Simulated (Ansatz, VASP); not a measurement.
**CdTe: VASP beside Ansatz**

File INCAR:

```
SYSTEM = CdTe
PREC = Accurate ; ENCUT = 520
EDIFF = 1E-6 ; ISMEAR = 0
SIGMA = 0.05 ; LREAL = .False.
LASPH = .True. ; NELM = 100
ALGO = Normal ; ISIF = 2
LWAVE = .False. ; LCHARG = .False.
GGA = PS ; NBANDS = 16
```

File KPOINTS:

```
Automatic mesh
0
Gamma
  8 8 8
  0 0 0
```

POSCAR

```
CdTe
1.0
    0.0000000000      2.8344816605      4.2517224907
    2.8344816605      0.0000000000      4.2517224907
    2.8344816605      2.8344816605      0.0000000000
Cd Te
1 1
Direct
    0.0000000000      0.0000000000      0.0000000000
    0.7500000000      0.7500000000      0.7500000000
```

Input for Ansatz:

```yaml
crystal:
  lattice:
    - [0.0, 2.8344816605, 4.2517224907]
    - [2.8344816605, 0.0, 4.2517224907]
    - [2.8344816605, 2.8344816605, 0.0]
  atoms:
    - { symbol: Cd, position: [0.0, 0.0, 0.0] }
    - { symbol: Te, position: [0.75, 0.75, 0.75] }
basis:
  ecutwfc: 420
kpoints:
  mp_grid: { grid: [8, 8, 8] }
hamiltonian:
  xc: pbesol
scf:
  occupations: { method: gaussian, width: 0.05 }
output:
  forces: true
  stress: true
  eigenvalues: true
```

Alike in both runs: task single point; functional PBEsol; k mesh 8 × 8 × 8; occupations gaussian, width 0.05 eV; no spin polarisation.

|  | VASP | Ansatz |
| --- | --- | --- |
| version | VASP 6.6.1 | Ansatz 0.2.0 |
| potentials or method | VASP PAW PBE potentials, release 64 (Cd, Te) | scalar-relativistic, plane waves, PAW |
| plane-wave cutoff (eV) | 520 | 420 |
| valence electrons in the cell | 18 | 36 |

|  | VASP | Ansatz | Ansatz less VASP |
| --- | --- | --- | --- |
| gap on the k mesh at the Fermi level (eV) | none | none | - |
| pressure (GPa) | -1.5 | -1.7 | -0.15 |
| largest component of the traceless stress (GPa) | 8.16 | 8.21 | +0.050 |

A gap of «none» marks a metal or a gap that the smearing closes. The two sets of potentials don't hold the same shells in valence.

Caveats: the PAW data sets were made with another functional, which shifts forces and pressure a little (VASP). The runs have no spin-orbit coupling, so splittings on Te are missing.
